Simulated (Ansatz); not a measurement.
Runs of Ansatz 0.2.0 on LiCl. The structure is cubic, space group Fm-3m (No. 225). The conventional cell has a = 5.130 Å, b = 5.130 Å, c = 5.130 Å, α = 90.00°, β = 90.00°, γ = 90.00°. Cl (site symmetry m-3m) is surrounded by 6 Li at 2.56 Å. Around Li (site symmetry m-3m) lie 6 Cl at 2.56 Å. 

```tsv
task	level	cell	k mesh	cutoff (eV)	smearing	basis error allowed	mesh quality	gap on the mesh (eV)	pressure (GPa)
single point	PBE	as given	9 × 9 × 9	161	gaussian 0.028 eV	0.001 eV/atom	not flagged	6.33	0.4
relaxation of cell and atoms	PBEsol+D4	relaxed	9 × 9 × 9	-	fermi-dirac 0.05 eV	0.001 eV/atom	not flagged	(a)	0.0
single point	PBE	as given	9 × 9 × 9	161	gaussian 0.018 eV	0.001 eV/atom	not flagged	6.33	0.4
single point	PBE	as given	4 × 4 × 4	133	fermi-dirac 0.06 eV	0.004 eV/atom	coarse	6.32	0.5
phonons	PBE	as given	7 × 7 × 7	172	fermi-dirac 0.05 eV	0.001 eV/atom	not flagged	6.33	-
```

Alike in all rows: potentials or basis all-electron LAPW, scalar-relativistic; no spin polarisation.

Estimate the missing entries.

(a) 6.47.

Caveats: some runs use coarse meshes; an odd mesh through Γ misses points on the zone boundary, where band edges often lie (some runs).
